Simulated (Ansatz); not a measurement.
Here is an unrelaxed guess for Sn3Ge2.

```cif
data_structure
_symmetry_space_group_name_H-M 'P 1'
_symmetry_Int_Tables_number 1
_cell_length_a 13.4520
_cell_length_b 13.4520
_cell_length_c 13.4520
_cell_angle_alpha 13.931
_cell_angle_beta 13.931
_cell_angle_gamma 13.931
_cell_volume 122.78
loop_
_atom_site_label
_atom_site_type_symbol
_atom_site_fract_x
_atom_site_fract_y
_atom_site_fract_z
_atom_site_occupancy
Sn1 Sn 0.70000 0.70000 0.70000 1
Sn2 Sn 0.30000 0.30000 0.30000 1
Sn3 Sn 0.50000 0.50000 0.50000 1
Ge1 Ge 0.10000 0.10000 0.10000 1
Ge2 Ge 0.90000 0.90000 0.90000 1
```

All numbers below come from Ansatz, DFT PBE, scalar-relativistic, plane waves, PAW. Settings: cutoff 420 eV, Γ-centred mesh 6×6×6 on the computed 5-atom cell, Gaussian smearing of 0.10 eV; no spin polarisation.

Formation energies are uncorrected and refer to the elements' standard structures at the same level. The references include grey tin.

Problem. What does a single point on this coarse mesh give?

Solution. The pressure is 1.2 GPa (the mean over three directions, positive in compression), the largest force is 0.70 eV/Å, and the energy is +0.28 eV/atom against the elements. The shortest distance is 3.26 Å.

Problem. Is it a good guess?

Solution. A good one: relaxing gains under 0.1 eV/atom (the start's value is from the coarse mesh, so the gain is rough) in 13 ionic steps and ends at +0.21 eV/atom on the finer mesh. The symmetry stays R-3m (No. 166). The volume per atom grows by 1.0 %, from 24.6 to 24.8 Å³. The shortest distance goes from 3.26 Å (Sn–Ge, Ge–Ge and Sn–Sn) to 3.11 Å (Sn–Ge). Conventional cell: a = 3.338 Å, c = 38.559 Å. Around Sn on a site of symmetry 3m lie 3 Ge at 3.11 Å and 9 Sn at 3.34–3.51 Å; Sn on a site of symmetry -3m is surrounded by 6 Ge at 3.18 Å and 6 Sn at 3.34 Å; around Ge lie 6 Sn at 3.11–3.18 Å and 6 Ge at 3.34 Å.

The last run used a 12×12×12 mesh for its 5-atom cell and Gaussian smearing of 0.10 eV. The relaxation can't lower the symmetry of the start, and the grade says only how near the guess is to its own end. A structure relaxed within its symmetry needn't be a true minimum. Another cell of Sn3Ge2 relaxed alike, in I4/mmm, lies 42 meV/atom lower, so this cell isn't the stable form at this level.
